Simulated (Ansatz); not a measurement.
# Field gradients of PbO from run to run

Cell of run 1: an entry of the Crystallography Open Database (COD), atoms as given.

Space group Pbcm (No. 57); a = 5.8931, b = 5.4904, c = 4.7528 Å.

| site | Wyckoff | site symmetry | x | y | z |
| --- | --- | --- | --- | --- | --- |
| Pb | 4d | ..m | 0.2297 | 0.9884 | 0.2500 |
| O | 4d | ..m | 0.8653 | 0.0917 | 0.2500 |

One atom of each set is listed.

Relaxed positions (PBE, cell held):

Pb (0.2330, 0.9919, 0.2500)
O (0.8601, 0.0882, 0.2500)

All runs are DFT with Ansatz 0.2.0 (plane waves and PAW, scalar-relativistic unless spin–orbit coupling is named, Γ-centred meshes, Fermi–Dirac smearing where given) in this cell.

Run 1: PBE, atoms as given; 420 eV, 6×6×7 k-points, smearing 0.01 eV.
Run 2: r2SCAN, atoms as given; 500 eV, 6×6×7 k-points, smearing 0.01 eV.
Run 3: PBE, atoms relaxed; 420 eV, 6×6×7 k-points, smearing 0.01 eV.
Run 4: r2SCAN, at the relaxed atoms; 500 eV, 6×6×7 k-points, smearing 0.01 eV.
Run 5: r2SCAN, atoms relaxed; 500 eV, 6×6×7 k-points, smearing 0.01 eV.

Question: What does each run give, and what moves the gradients most?

Answer: 

| run | Pb V_zz (η) | O V_zz (η) |
| --- | --- | --- |
| 1 | -38.5 (0.38) | 3.43 (0.27) |
| 2 | -41.6 (0.39) | 3.59 (0.22) |
| 3 | -34.9 (0.19) | 3.14 (0.30) |
| 4 | -37.9 (0.21) | 3.30 (0.24) |
| 5 | -41.5 (0.37) | 3.59 (0.22) |

V_zz in 10²¹ V/m². Against run 1, the gradient tensors on these sites move by at most 3.07 in run 2 (Pb), 5.84 in run 3 (Pb), 3.81 in run 4 (Pb), 2.97 in run 5 (Pb). Taken one at a time, the positions of the atoms (as given or relaxed) move the tensors on these sites by up to 5.88 (largest principal value of the change, on Pb), the functional (r2SCAN with its higher cutoff) by 3.07 (Pb).

Leaving out spin–orbit coupling shifts gradients on Pb by a few per cent, and by more where contributions nearly cancel. In runs 1, 4 the atoms aren't at the calculated equilibrium (largest force 0.45, 0.39 eV/Å).
